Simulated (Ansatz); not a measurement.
Runs of Ansatz 0.2.0 on ZnS. Symmetry: F-43m, No. 216, cubic system. Conventional cell: a = 5.404 Å, b = 5.404 Å, c = 5.404 Å, α = 90.00°, β = 90.00°, γ = 90.00°. Zn (site symmetry -43m) has 4 S at 2.34 Å as nearest neighbours. S (site symmetry -43m) is surrounded by 4 Zn at 2.34 Å. 

```csv
cell,gap on the mesh (eV),pressure (GPa)
relaxed to 10 GPa,2.54,10.0
relaxed to 20 GPa,(a),20.0
relaxed to 5 GPa,(b),5.0
relaxed to 30 GPa,2.61,30.0
relaxed,2.09,0.0
```

Alike in all rows: task relaxation of cell and atoms; level PBEsol; potentials or basis all-electron LAPW, scalar-relativistic; no spin polarisation; k mesh 9 × 9 × 9; smearing fermi-dirac 0.05 eV; basis error allowed 0.001 eV/atom.

Problem. Estimate the missing entries.

Solution. (a) 2.78; (b) 2.33.

Caveats: an odd mesh through Γ misses points on the zone boundary, where band edges often lie.
